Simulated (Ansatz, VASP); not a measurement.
One calculation of Cu, two programs

Contents of POSCAR:

```
Cu
1.0
    0.0000000000      1.8461709606      1.8461709606
    1.8461709606      0.0000000000      1.8461709606
    1.8461709606      1.8461709606      0.0000000000
Cu
1
Direct
    0.0000000000      0.0000000000      0.0000000000
```

File INCAR.step1:

```
  PREC = Accurate
  ENCUT = 520
  ISMEAR = 0
  SIGMA = 0.1
  LREAL = F
  LASPH = T
  NELM = 80
  NBANDS = 12
  GGA = PE
  ALGO = Normal
  EDIFF = 1E-4
  LWAVE = T
  LCHARG = F
```

The input INCAR.step2:

```
  PREC = Accurate
  ENCUT = 520
  EDIFF = 1E-6
  ISMEAR = 0
  SIGMA = 0.1
  LREAL = F
  LASPH = T
  NELM = 80
  ALGO = Normal
  ISIF = 2
  LWAVE = F
  LCHARG = F
  METAGGA = R2SCAN
  LMIXTAU = T
  NBANDS = 12
  ISTART = 1
```

File KPOINTS:

```
Automatic mesh
0
Gamma
  20 20 20
```

Input for Ansatz:

```yaml
crystal:
  lattice:
    - [0.0, 1.8461709606, 1.8461709606]
    - [1.8461709606, 0.0, 1.8461709606]
    - [1.8461709606, 1.8461709606, 0.0]
  atoms:
    - { symbol: Cu, position: [0.0, 0.0, 0.0] }
basis:
  ecutwfc: 500
kpoints:
  mp_grid: { grid: [20, 20, 20] }
hamiltonian:
  xc: r2scan
scf:
  occupations: { method: gaussian, width: 0.1 }
output:
  forces: true
  stress: true
  eigenvalues: true
```

Alike in both runs: task single point; functional r2SCAN; k mesh 20 × 20 × 20; occupations gaussian, width 0.1 eV; no spin polarisation.

```csv
,VASP,Ansatz
version,VASP 6.6.1,Ansatz 0.2.0
potentials or method,"VASP PAW PBE potentials, release 64 (Cu)","scalar-relativistic, plane waves, PAW"
plane-wave cutoff (eV),520,500
valence electrons in the cell,11,19
```

|  | VASP | Ansatz | Ansatz less VASP |
| --- | --- | --- | --- |
| gap on the k mesh at the Fermi level (eV) | none | none | - |
| pressure (GPa) | -11.7 | -12.2 | -0.52 |

A gap of «none» marks a metal or a gap that the smearing closes. The functional is the same, so the differences come from potentials, cutoffs and numerics. The two sets of potentials don't hold the same shells in valence.

Caveats: the PAW data sets were made with another functional, which shifts forces and pressure a little (VASP).
